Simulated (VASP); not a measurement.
# HfO2 (P4_2/nmc) in VASP: Born charges and dielectric tensor with LDA

Aim: the Born charges and dielectric tensor of HfO2 with LDA.

Everything below comes from runs of VASP 6.6.1. Logs are shortened: lines on timing, memory, paths and dates and some standing lists are left out, and cuts for length are marked.

## 1. The structure

Symmetry: P4_2/nmc, No. 137, tetragonal system. Conventional cell: a = 3.524 Å, b = 3.524 Å, c = 5.071 Å, α = 90.00°, β = 90.00°, γ = 90.00°. Around Hf (site symmetry -4m2) lie 8 O at 2.05 to 2.31 Å. O (site symmetry 2mm) has 4 Hf at 2.05 to 2.31 Å as nearest neighbours.

Measurements of this composition are mostly on another form, of space group No. 14.

## 2. Born charges and dielectric tensor, LDA

Input file INCAR:

```
SYSTEM = HfO2
PREC = Accurate ; ENCUT = 600
EDIFF = 1E-8 ; ISMEAR = 0
SIGMA = 0.02 ; LREAL = .False.
LASPH = .True. ; NELM = 80
ALGO = Normal ; ISIF = 2
LWAVE = .False. ; LCHARG = .False.
GGA = CA ; LEPSILON = .True.
IBRION = 8 ; NSW = 1
```

Input file KPOINTS:

```
Automatic mesh
0
Gamma
  6 6 6
  0 0 0
```

Input file POSCAR:

```
HfO2
1.0
    3.5236400000      0.0000000000      0.0000000000
    0.0000000000      3.5236400000      0.0000000000
    0.0000000000      0.0000000000      5.0713300000
Hf O
2 4
Direct
    0.5000000000      0.5000000000      0.5000000000
    0.0000000000      0.0000000000      0.0000000000
    0.0000000000      0.5000000000      0.7059300000
    0.5000000000      0.0000000000      0.7940700000
    0.5000000000      0.0000000000      0.2940700000
    0.0000000000      0.5000000000      0.2059300000
```

Potentials or basis: VASP PAW LDA potentials, release 64 (Hf_pv, O).

Launch:

```bash
$ cat potpaw_LDA.64/Hf_pv/POTCAR potpaw_LDA.64/O/POTCAR > POTCAR
$ mpirun -np 1 vasp_std > vasp.out
```

OUTCAR:

```text
SYSTEM = HfO2
   PREC = Accurate
   ENCUT = 600
   EDIFF = 1E-8
   ISMEAR = 0
   LREAL = .False.
   LASPH = .True.
   NELM = 80
   ISIF = 2
   GGA = CA
   LEPSILON = .True.
   IBRION = 8
   NSW = 1

 ion  position               nearest neighbor table
   1  0.500  0.500  0.500-   3 2.05   5 2.05   5 2.05   3 2.05   4 2.31   4 2.31   6 2.31   6 2.31
                             2 3.55   2 3.55   2 3.55   2 3.55   2 3.55   2 3.55   2 3.55   2 3.55
   2  0.000  0.000  0.000-   4 2.05   6 2.05   6 2.05   4 2.05   3 2.31   5 2.31   3 2.31   5 2.31
                             1 3.55   1 3.55   1 3.55   1 3.55   1 3.55   1 3.55   1 3.55   1 3.55
   3  0.000  0.500  0.706-   1 2.05   1 2.05   2 2.31   2 2.31
   4  0.500  0.000  0.794-   2 2.05   2 2.05   1 2.31   1 2.31
   5  0.500  0.000  0.294-   1 2.05   1 2.05   2 2.31   2 2.31
   6  0.000  0.500  0.206-   2 2.05   2 2.05   1 2.31   1 2.31

  LATTYP: Found a simple tetragonal cell.
 ALAT       =     3.5236400000
 C/A-ratio  =     1.4392304549

  Lattice vectors:

 A1 = (   3.5236400000,   0.0000000000,   0.0000000000)
 A2 = (   0.0000000000,   3.5236400000,   0.0000000000)
 A3 = (   0.0000000000,   0.0000000000,   5.0713300000)

Analysis of symmetry for initial positions (statically):
=====================================================================
 Subroutine PRICEL returns:
[... 1040 lines left out ...]
  2X     0.582762    0.000000    0.000000  -10.813520    0.000000    0.000000    0.909628    0.000000    0.000000    9.780646    0.000000    0.000000   -1.777177    0.000000    0.000000    1.317662    0.000000    0.000000
  2Y     0.000000    0.582762    0.000000    0.000000  -10.813520    0.000000    0.000000   -1.777177    0.000000    0.000000    1.317662    0.000000    0.000000    0.909628    0.000000    0.000000    9.780646    0.000000
  2Z     0.000000    0.000000   16.077948    0.000000    0.000000  -26.775591    0.000000    0.000000   -1.002666    0.000000    0.000000    6.351487    0.000000    0.000000   -1.002666    0.000000    0.000000    6.351487
  3X     9.787925    0.000000    0.000000    0.916454    0.000000    0.000000  -19.758428    0.000000    0.000000    7.675134    0.000000    0.000000    0.335314    0.000000    0.000000    1.043602    0.000000    0.000000
  3Y     0.000000    1.323479    0.000000    0.000000   -1.773877    0.000000    0.000000   -7.095030    0.000000    0.000000    6.159111    0.000000    0.000000    0.339122    0.000000    0.000000    1.047195    0.000000
  3Z     0.000000    0.000000    6.353988    0.000000    0.000000   -0.999240    0.000000    0.000000  -14.894328    0.000000    0.000000   -1.517098    0.000000    0.000000    1.299356    0.000000    0.000000    9.757322
  4X     0.916454    0.000000    0.000000    9.787925    0.000000    0.000000    7.675134    0.000000    0.000000  -19.758428    0.000000    0.000000    1.043602    0.000000    0.000000    0.335314    0.000000    0.000000
  4Y     0.000000   -1.773877    0.000000    0.000000    1.323479    0.000000    0.000000    6.159111    0.000000    0.000000   -7.095030    0.000000    0.000000    1.047195    0.000000    0.000000    0.339122    0.000000
  4Z     0.000000    0.000000   -0.999240    0.000000    0.000000    6.353988    0.000000    0.000000   -1.517098    0.000000    0.000000  -14.894328    0.000000    0.000000    9.757322    0.000000    0.000000    1.299356
  5X     1.323479    0.000000    0.000000   -1.773877    0.000000    0.000000    0.339122    0.000000    0.000000    1.047195    0.000000    0.000000   -7.095030    0.000000    0.000000    6.159111    0.000000    0.000000
  5Y     0.000000    9.787925    0.000000    0.000000    0.916454    0.000000    0.000000    0.335314    0.000000    0.000000    1.043602    0.000000    0.000000  -19.758428    0.000000    0.000000    7.675134    0.000000
  5Z     0.000000    0.000000    6.353988    0.000000    0.000000   -0.999240    0.000000    0.000000    1.299356    0.000000    0.000000    9.757322    0.000000    0.000000  -14.894328    0.000000    0.000000   -1.517098
  6X    -1.773877    0.000000    0.000000    1.323479    0.000000    0.000000    1.047195    0.000000    0.000000    0.339122    0.000000    0.000000    6.159111    0.000000    0.000000   -7.095030    0.000000    0.000000
  6Y     0.000000    0.916454    0.000000    0.000000    9.787925    0.000000    0.000000    1.043602    0.000000    0.000000    0.335314    0.000000    0.000000    7.675134    0.000000    0.000000  -19.758428    0.000000
  6Z     0.000000    0.000000   -0.999240    0.000000    0.000000    6.353988    0.000000    0.000000    9.757322    0.000000    0.000000    1.299356    0.000000    0.000000   -1.517098    0.000000    0.000000  -14.894328

 Eigenvectors and eigenvalues of the dynamical matrix
 ----------------------------------------------------

   1 f  =   20.585373 THz   129.341716 2PiTHz  686.654147 cm-1    85.134226 meV
             X         Y         Z           dx          dy          dz
      1.761820  1.761820  2.535665     0.070591   -0.009082   -0.000000
      0.000000  0.000000  0.000000    -0.070591    0.009082   -0.000000
      0.000000  1.761820  3.580004    -0.696698    0.004963   -0.000000
      1.761820  0.000000  4.026991     0.696698   -0.004963    0.000000
      1.761820  0.000000  1.491326    -0.038572    0.089635    0.000000
      0.000000  1.761820  1.044339     0.038572   -0.089635    0.000000
[... 145 lines left out ...]
  18 f/i=    0.010621 THz     0.066736 2PiTHz    0.354292 cm-1     0.043927 meV
             X         Y         Z           dx          dy          dz
      1.761820  1.761820  2.535665    -0.531573    0.377136   -0.000000
      0.000000  0.000000  0.000000    -0.531573    0.377136   -0.000000
      0.000000  1.761820  3.580004    -0.158906    0.111659   -0.000000
      1.761820  0.000000  4.026991    -0.158906    0.111659   -0.000000
      1.761820  0.000000  1.491326    -0.157383    0.112740   -0.000000
      0.000000  1.761820  1.044339    -0.157383    0.112740   -0.000000

--------------------------------------------------------------------------------------------------------

 MACROSCOPIC STATIC DIELECTRIC TENSOR IONIC CONTRIBUTION
 ------------------------------------------------------
          54.225566    -0.000000    -0.000000
          -0.000000    54.225566     0.000000
          -0.000000     0.000000    13.120448
 ------------------------------------------------------

 ELASTIC MODULI CONTR FROM IONIC RELAXATION (kBar)
 Direction    XX          YY          ZZ          XY          YZ          ZX
 --------------------------------------------------------------------------------
 XX        -803.4824    332.4100   -566.3210      0.0000      0.0000     -0.0000
 YY         332.4100   -803.4824   -566.3210      0.0000     -0.0000     -0.0000
 ZZ        -566.3210   -566.3210  -1361.6571      0.0000      0.0000     -0.0000
 XY           0.0000      0.0000      0.0000      0.0000      0.0000      0.0000
 YZ           0.0000     -0.0000      0.0000      0.0000   -674.5410      0.0000
 ZX          -0.0000     -0.0000     -0.0000      0.0000      0.0000   -689.4562
 --------------------------------------------------------------------------------

 PIEZOELECTRIC TENSOR IONIC CONTR  for field in x, y, z        (C/m^2)
          XX          YY          ZZ          XY          YZ          ZX
  --------------------------------------------------------------------------------
  x    -0.00000     0.00000    -0.00000     0.00000    -0.00000    -0.00000
  y     0.00000     0.00000     0.00000     0.00000    -0.00000     0.00000
  z     0.00000     0.00000     0.00000     0.00000    -0.00000     0.00000
```

OSZICAR:

```text
N       E                     dE             d eps       ncg     rms          rms(c)
DAV:   1     0.281742823547E+03    0.28174E+03   -0.28068E+04  2080   0.190E+03
DAV:   2    -0.633958830787E+02   -0.34514E+03   -0.33865E+03  2740   0.427E+02
[... 13 lines left out ...]
RMM:  11    -0.371403838879E+00    0.76246E-06    0.22349E-07  5626   0.275E-04    0.109E-04
RMM:  12    -0.371403806548E+00    0.32331E-07   -0.56236E-08  5920   0.800E-05    0.297E-05
RMM:  13    -0.371403744287E+00    0.62261E-07   -0.55097E-08  5726   0.329E-05    0.359E-05
RMM:  14    -0.371403773610E+00   -0.29323E-07   -0.45929E-08  5583   0.155E-05    0.142E-05
RMM:  15    -0.371403791318E+00   -0.17708E-07   -0.58630E-09  5253   0.146E-05    0.715E-06
RMM:  16    -0.371403789105E+00    0.22130E-08   -0.57703E-09  4792   0.413E-06    0.325E-06
 Linear response finished
```

Wall time 15 min (1 thread of AMD EPYC 9R45 (Zen 5), shared host); peak memory 0.48 GiB.

Results:

| Quantity | Value |
| --- | --- |
| Band gap on the k mesh | 4.51 eV, indirect (least direct gap 4.64 eV) |
| Electronic dielectric tensor (diagonal) | 5.32, 5.32, 4.88 |
| Born charges (mean of the diagonal) | Hf +5.34; O -2.67 e |
| Highest phonon frequency at Γ, LO-TO splitting left out | 687 cm⁻¹ |

Phonon frequencies in cm⁻¹ (negative: imaginary):
| q point | frequencies |
| --- | --- |
| (0.000, 0.000, 0.000) | 0 0 0 109 109 120 120 237 289 328 472 472 475 475 616 683 687 687 |

Electronic dielectric tensor:
```
5.32 0.00 0.00
0.00 5.32 0.00
0.00 0.00 4.88
```

Born effective charge tensors (e):
atom 1, Hf
```
5.53 0.00 0.00
0.00 5.53 0.00
0.00 0.00 4.94
```
atom 2, Hf
```
5.53 0.00 0.00
0.00 5.53 0.00
0.00 0.00 4.94
```
atom 3, O
```
-3.36  0.00  0.00
 0.00 -2.18  0.00
 0.00  0.00 -2.47
```
atom 4, O
```
-3.36  0.00  0.00
 0.00 -2.18  0.00
 0.00  0.00 -2.47
```
atom 5, O
```
-2.18  0.00  0.00
 0.00 -3.36  0.00
 0.00  0.00 -2.47
```
atom 6, O
```
-2.18  0.00  0.00
 0.00 -3.36  0.00
 0.00  0.00 -2.47
```

Caveat: spin-orbit coupling is left out, which moves the levels of the heavy elements.
